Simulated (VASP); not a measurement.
**Dy: equation of state with PBE**

Crystal: Dy.

```xyz
2
Lattice="3.5903 0.0000 0.0000 -1.7952 3.1093 0.0000 0.0000 0.0000 5.6475" Properties=species:S:1:pos:R:3 pbc="T T T"
Dy    1.7952    1.0364    4.2356
Dy    0.0000    2.0729    1.4119
```

```json
{
 "Program": "VASP 6.6.1",
 "Task": "equation of state",
 "Functional": "PBE",
 "Potentials or basis": "VASP PAW PBE potentials, release 64 (Dy)",
 "Cutoff": "520 eV",
 "k mesh": "9 × 9 × 5",
 "Occupations": "fermi-dirac, width 0.05 eV",
 "Spin": "collinear spin, ferromagnetic start",
 "Starting moments": "[5.0, 5.0] μB",
 "Further INCAR settings": "ALGO = Normal; EDIFF = 1e-07; NBANDS = 31"
}
```

| Item | Value |
| --- | --- |
| Equilibrium volume | 33.90 Å³/atom (rough: see the caveat) |
| Bulk modulus at fixed shape and positions | 23 GPa (rough) |

Energy against volume, from the lowest point:
```
volume (Å³/atom)  energy (meV/atom)
          29.631              41.22
          30.261              26.79
          30.892              15.28
          31.522               6.44
          32.153               0.00
```

All runs of the series together: 44 min on 1 thread of Intel(R) Xeon(R) Platinum 8488C (Sapphire Rapids) (shared host).

Caveat: the magnetic or orbital state may not be the lowest; the minimum lies outside the volumes run; the cell was scaled at fixed shape and fractional positions, which overstates the stiffness of a crystal with free parameters, most of all of layers and chains. The state reached can hang on the start; a lower one may exist.
